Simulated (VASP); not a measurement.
# Gap, carriers and strain in SnSe2 (Fm-3m), part 3 of 3

The runs below take SnSe2 at its given cell and follow the band edges through several levels. The cell is generated by rule, not measured, and may not be a known phase.

VASP 6.6.1, plane waves and PAW; the level of theory is named at each step.

Still holding for the runs below: The k-mesh is coarse for a metal.

So far. Step 3 (Bands on a dense mesh): At -2.7 GPa the cell is away from the equilibrium volume of this level: left free, it would shrink. Step 5 (Orbitals for bands with HSE06): The run ends at a pressure of -2.53 GPa.

The structure was built from a prototype and need not be the compound's stable phase.

## Step 6: Bands with HSE06

This step: HSE06; plane waves and PAW (Sn_d, Se); invented cell (VASP 6.6.1).

A quarter of screened exact exchange corrects much of the semilocal gap error; its cost forces a coarser mesh.

Input file INCAR:

```
SYSTEM = SnSe2
PREC = Accurate
ENCUT = 400
EDIFF = 1E-06
NELM = 100
ISMEAR = 0
SIGMA = 0.02
LREAL = .FALSE.
ALGO = Normal
LHFCALC = .TRUE.
AEXX = 0.25
GGA = PE
HFSCREEN = 0.2
LASPH = .TRUE.
NBANDS = 19
PRECFOCK = Fast
LORBIT = 11
LWAVE = .FALSE.
LCHARG = .FALSE.
KPAR = 4
ISIF = 2
```

Input file POSCAR:

```
SnSe2
1.0
    0.0000000000      3.5186000000      3.5186000000
    3.5186000000      0.0000000000      3.5186000000
    3.5186000000      3.5186000000      0.0000000000
Sn Se
1 2
Direct
    0.0000000000      0.0000000000      0.0000000000
    0.2500000000      0.2500000000      0.2500000000
    0.7500000000      0.7500000000      0.7500000000
```

Input file KPOINTS:

```
Automatic mesh
0
Gamma
4 4 4
0 0 0
```

Input file KPOINTS_OPT:

```
Line mode
8
Line-mode
Reciprocal
  0.00000000   0.00000000   0.00000000 GAMMA
  0.50000000   0.00000000   0.50000000 X

  0.50000000   0.00000000   0.50000000 X
  0.50000000   0.25000000   0.75000000 W

  0.50000000   0.25000000   0.75000000 W
  0.37500000   0.37500000   0.75000000 K

  0.37500000   0.37500000   0.75000000 K
  0.00000000   0.00000000   0.00000000 GAMMA

  0.00000000   0.00000000   0.00000000 GAMMA
  0.50000000   0.50000000   0.50000000 L

  0.50000000   0.50000000   0.50000000 L
  0.62500000   0.25000000   0.62500000 U

  0.62500000   0.25000000   0.62500000 U
  0.50000000   0.25000000   0.75000000 W

  0.50000000   0.25000000   0.75000000 W
  0.50000000   0.50000000   0.50000000 L

  0.50000000   0.50000000   0.50000000 L
  0.37500000   0.37500000   0.75000000 K

  0.62500000   0.25000000   0.62500000 U
  0.50000000   0.00000000   0.50000000 X
```

PAW data sets: Sn_d and Se (PBE family, release 64).

The WAVECAR or CHGCAR of an earlier step is read.

Run with:

```sh
$ mpirun -np 4 vasp_std
```

What it wrote:

```text
[banner, memory and clock lines left out]
running    4 mpi-ranks, on    1 nodes
 distrk:  each k-point on    1 cores,    4 groups
 distr:  one band on    1 cores,    1 groups

 POSCAR found type information on POSCAR SnSe
 POSCAR found :  2 types and       3 ions
 LDA part: xc-table for (Slater+PW92), standard interpolation
 found WAVECAR, reading the header
 POSCAR, INCAR and KPOINTS ok, starting setup
 FFT: planning ... GRIDC
 FFT: planning ... GRID_SOFT
 FFT: planning ... GRID
 reading WAVECAR
 the WAVECAR file was read successfully
 initial charge from wavefunction
 entering main loop
       N       E                     dE             d eps       ncg     rms          rms(c)
DAV:   1    -0.125403174720E+02   -0.12540E+02   -0.62855E-01   304   0.682E+00    0.181E+00
DAV:   2    -0.125637178204E+02   -0.23400E-01   -0.52939E-02   324   0.158E+00    0.117E+00
DAV:   3    -0.125591000321E+02    0.46178E-02   -0.11131E-02   417   0.652E-01    0.688E-01
DAV:   4    -0.125586061336E+02    0.49390E-03   -0.23734E-03   334   0.247E-01    0.382E-01
DAV:   5    -0.125583620352E+02    0.24410E-03   -0.25153E-04   339   0.125E-01    0.207E-01
DAV:   6    -0.125582597075E+02    0.10233E-03   -0.85523E-05   319   0.717E-02    0.107E-01
DAV:   7    -0.125582330731E+02    0.26634E-04   -0.29602E-05   325   0.353E-02    0.547E-02
DAV:   8    -0.125582265772E+02    0.64960E-05   -0.70865E-06   336   0.173E-02    0.287E-02
DAV:   9    -0.125582252847E+02    0.12924E-05   -0.21620E-06   293   0.100E-02    0.156E-02
DAV:  10    -0.125582254227E+02   -0.13796E-06   -0.74796E-07   207   0.611E-03
   1 F= -.12558225E+02 E0= -.12556704E+02  d E =-.304257E-02
 Start KPOINTS_OPT (optional k-point list driver)
k-point batch [1-8\80]
       N       E                     dE             ncg
DAV:   1    -0.237703560789E+03   -0.29530E+04      315
DAV:   2    -0.175311576815E+04   -0.15154E+04      327
DAV:   3    -0.192941817043E+04   -0.17630E+03      344
DAV:   4    -0.193801992638E+04   -0.86018E+01      339
DAV:   5    -0.193824763336E+04   -0.22771E+00      405
DAV:   6    -0.193825297761E+04   -0.53443E-02      380
DAV:   7    -0.193825308605E+04   -0.10844E-03      415
DAV:   8    -0.193825308983E+04   -0.37807E-05      311
DAV:   9    -0.193825309000E+04   -0.16831E-06      212
[...]
k-point batch [73-80\80]
       N       E                     dE             ncg
DAV:   1    -0.141847519096E+03   -0.57709E+04      307
DAV:   2    -0.175274622329E+04   -0.16109E+04      368
DAV:   3    -0.194625951485E+04   -0.19351E+03      350
DAV:   4    -0.195492342421E+04   -0.86639E+01      345
DAV:   5    -0.195518385776E+04   -0.26043E+00      418
DAV:   6    -0.195519109931E+04   -0.72415E-02      429
DAV:   7    -0.195519126463E+04   -0.16532E-03      420
DAV:   8    -0.195519126668E+04   -0.20556E-05      361
DAV:   9    -0.195519126673E+04   -0.42730E-07      265
```

It took 8 min on 4 MPI ranks of Intel Xeon 6975P-C (Granite Rapids), shared host; peak memory 1.2 GiB.

From OUTCAR (step 6):

```text
   k-points           NKPTS =      8   k-points in BZ     NKDIM =     64   number of bands    NBANDS=     19

   NELECT =      26.0000    total number of electrons

  exchange ACFDT corr.  =         0.00000000  see jH, gK, PRB 81, 115126

 E-fermi :   3.3397

 k-point     1 :       0.0000    0.0000    0.0000
  band No.  band energies     occupation
    ...
     10       0.3623      2.00000
     11       0.3623      2.00000
     12       1.7804      2.00000
     13       1.7804      2.00000
     14       1.7804      2.00000
     15       5.8491      0.00000
     16       5.8491      0.00000
     17       5.8491      0.00000
     18      10.0225      0.00000
     19      10.0225      0.00000

  Total       -2.9202464     -2.9202464     -2.9202464      0.0000000     -0.0000000     -0.0000000
  in kB      -53.7019915    -53.7019915    -53.7019915      0.0000000     -0.0000000     -0.0000000
  external PRESSURE =     -53.7019915 kB  Pullay stress =       0.0000000 kB

 POSITION                                       TOTAL-FORCE (eV/Angst)
 -----------------------------------------------------------------------------------
      0.00000      0.00000      0.00000        -0.000000      0.000000      0.000000
      1.75930      1.75930      1.75930        -0.000000     -0.000000     -0.000000
      5.27790      5.27790      5.27790         0.000000      0.000000      0.000000
 -----------------------------------------------------------------------------------
    total drift:                               -0.000002     -0.000002     -0.000002

  FREE ENERGIE OF THE ION-ELECTRON SYSTEM (eV)
  ---------------------------------------------------
  free  energy   TOTEN  =       -12.5582254227 eV

  energy  without entropy=      -12.5551828483  energy(sigma->0) =      -12.55670414

[... 7 parts as in an earlier step ...]

[... 9 further parts left out ...]
```

The k-mesh is coarse for exact exchange; in a metal the Fermi energy and the levels can shift by several tenths of an eV on a finer one. The PAW data sets were made with PBE, which is usual practice but a small mismatch for other functionals.

This step gave:

| Item | Value |
| --- | --- |
| SCF cycles | 10 |
| free energy (TOTEN) | -12.56 eV |
| energy at zero smearing | -12.56 eV |
| Fermi energy | 3.340 eV |
| pressure | -5.370 GPa |

The electronic bands at the labelled points (eV, zero at the Fermi level; # counts the bands kept, so #1 is VASP's band 8):

```
          point     #3     #4     #5     #6     #7    #8    #9   #10
              Γ  -2.98  -2.98  -1.56  -1.56  -1.56  2.51  2.51  2.51
0.43 of the way  -3.89  -1.85  -0.96  -0.80  -0.80  2.03  3.78  3.78
              X  -4.72  -1.12   0.06   0.06   0.58  2.78  5.69  5.69
0.57 of the way  -4.09  -1.40  -0.62   0.15   0.47  3.88  4.58  5.37
              W  -2.92  -2.92  -0.27   0.27   0.33  4.01  4.77  4.77
0.43 of the way  -3.62  -2.17  -0.30   0.01   0.37  4.20  4.51  5.02
              K  -4.39  -1.37  -0.60  -0.35   0.39  4.44  4.61  4.99
0.43 of the way  -3.10  -3.06  -2.08  -0.36   0.23  3.37  3.78  4.73
              Γ  -2.98  -2.98  -1.56  -1.56  -1.56  2.51  2.51  2.51
0.43 of the way  -3.12  -3.12  -1.77  -1.77   0.09  3.04  3.06  3.06
              L  -3.25  -3.02  -2.15  -2.15   1.04  4.46  4.46  5.68
0.57 of the way  -3.94  -2.35  -1.27  -0.49   0.38  4.55  4.57  5.14
              U  -4.39  -1.37  -0.60  -0.35   0.39  4.44  4.61  4.99
0.57 of the way  -3.62  -2.17  -0.30   0.01   0.37  4.20  4.51  5.02
              W  -2.92  -2.92  -0.27   0.27   0.33  4.01  4.77  4.77
0.57 of the way  -3.18  -3.06  -1.19  -0.84   0.52  4.41  4.66  5.24
              L  -3.25  -3.02  -2.15  -2.15   1.04  4.46  4.46  5.68
0.57 of the way  -3.94  -2.35  -1.27  -0.49   0.38  4.55  4.57  5.14
              K  -4.39  -1.37  -0.60  -0.35   0.39  4.44  4.61  4.99
      jump to U  -4.39  -1.37  -0.60  -0.35   0.39  4.44  4.61  4.99
0.43 of the way  -4.61  -0.82  -0.58  -0.18   0.52  3.53  5.10  5.44
              X  -4.72  -1.12   0.06   0.06   0.58  2.78  5.69  5.69
```

Of the projections kept (Sn, Se), the largest for each band there; the rest of the weight can lie on other orbitals:

```
point       #3       #4       #5       #6       #7       #8       #9      #10
    Γ  Se 0.95  Se 0.95  Se 0.71  Se 0.71  Se 0.71  Sn 0.53  Sn 0.53  Sn 0.53
    X  Se 0.75  Se 0.52  Se 0.97  Se 0.97  Se 1.00  Sn 0.75  Sn 0.69  Sn 0.69
    W  Se 0.80  Se 0.80  Se 0.58  Se 0.97  Se 1.00  Sn 0.81  Sn 0.62  Sn 0.62
    K  Se 0.75  Se 0.81  Se 0.97  Se 0.58  Se 0.99  Sn 0.56  Sn 0.73  Sn 0.70
    Γ  Se 0.95  Se 0.95  Se 0.71  Se 0.71  Se 0.71  Sn 0.53  Sn 0.53  Sn 0.53
    L  Se 0.73  Se 0.84  Se 0.95  Se 0.95  Se 0.69  Sn 0.61  Sn 0.61  Sn 0.60
```

The electronic bands as a text plot (rows in eV, shown from -8.0 to 2.5 only):

```
    2.3 |*** ***                ***
    1.9 |   *
    1.4 |
    1.0 |                              *****          ****
    0.5 |        *********            *     *  ****  *    **  ***
    0.1 |       ********  *****      *       **  ****       ** **
   -0.3 |    ***     *****  ** *    *         *******      * ***
   -0.8 |   ***    **    *    *             * **     *    *  * *
   -1.2 | ** ****** *    **    *** *         * *     **    ** * *
   -1.7 |*  *           *  *    ******     ** *       *   *  *
   -2.1 |              *  * ** *      *****  *  *      ***  *
   -2.5 |  *         **    *  *             *    *        **
   -3.0 |**           *     ** *************      ********
   -3.4 |  *         * *   *  **       *****     *    ****
   -3.8 |   *           * ****              *   *     *   **
   -4.3 |    **    **    **                  ***     *     ****
   -4.7 |**    ******   **        **           **   *         ***
   -5.2 |            ***        **  *            ***
   -5.6 |  *                   *
   -6.0 |                            *
   -6.5 |   *                 *       *
   -6.9 |    **             **         **
   -7.3 |                                ****         *****
   -7.8 |      *          **                 *       *     **
         Γ       X    W  K        Γ      L     U  W     L   K|U X
```

## Step 7: Summary of results

| Quantity | Value |
| --- | --- |
| gap, PBE | none |
| gap with spin-orbit coupling | none |
| gap, HSE06 without spin-orbit coupling | none |

At this level the bands overlap or touch. Masses were not obtained, since there is no gap at this level. The strain response was not obtained, since there is no gap at this level.

[Lines on the potential files, build, host, timing and source positions are cut from VASP's logs without a mark.]

[Logs are printed without paths, hosts, clocks, repeated set-up lines and the standing remarks that a program may print on its own settings, such as how far it seeks lower states.]

[Hosts, paths, dates, database ids (printed as entryN), source tags and the programs' standing remarks are cut or masked in the printed files.]

[In band tables of VASP the shares of atoms and orbitals are scaled to a sum of 1 inside the atoms' spheres.]

[Gaps and slopes under strain along one axis are those of the sampled path and mesh points; where strain splits equal valleys, another of them can be the edge.]
